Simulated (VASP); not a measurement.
## Al: equation of state with PBE

Crystal: Al.

```
CELL_PARAMETERS angstrom
2.87120 0.00000 0.00000
-1.43560 2.48653 0.00000
0.00000 0.00000 11.60135
ATOMIC_POSITIONS crystal
Al 0.66667 0.33333 0.80134
Al 0.00000 0.00000 0.00000
Al 0.33333 0.66667 0.19866
Al 0.66667 0.33333 0.39888
Al 0.33333 0.66667 0.60112
```

The cell was built by a generator and needn't be a form met in nature.

```json
{"Program": "VASP 6.6.1", "Task": "equation of state", "Functional": "PBE", "Potentials or basis": "VASP PAW PBE potentials, release 64 (Al)", "Cutoff": "520 eV", "k mesh": "11 × 11 × 3", "Occupations": "fermi-dirac, width 0.05 eV", "Spin": "no spin polarisation", "Further INCAR settings": "ALGO = Normal; EDIFF = 1e-07; NBANDS = 16"}
```

The equilibrium volume is 16.56 Å³/atom, the bulk modulus at fixed shape and positions is 77 GPa and the pressure derivative of the bulk modulus is 4.7.

Energy against volume, from the lowest point:
| volume (Å³/atom) | energy (meV/atom) |
| --- | --- |
| 15.571 | 15.81 |
| 15.903 | 6.69 |
| 16.234 | 1.56 |
| 16.565 | 0.00 |
| 16.896 | 1.62 |
| 17.228 | 6.07 |
| 17.559 | 13.05 |

All runs of the series together: 5.3 min on 1 thread of Intel(R) Xeon(R) 6975P-C (Granite Rapids) (shared host).

Caveat: the cell was scaled at fixed shape and fractional positions, which overstates the stiffness of a crystal with free parameters, most of all of layers and chains.
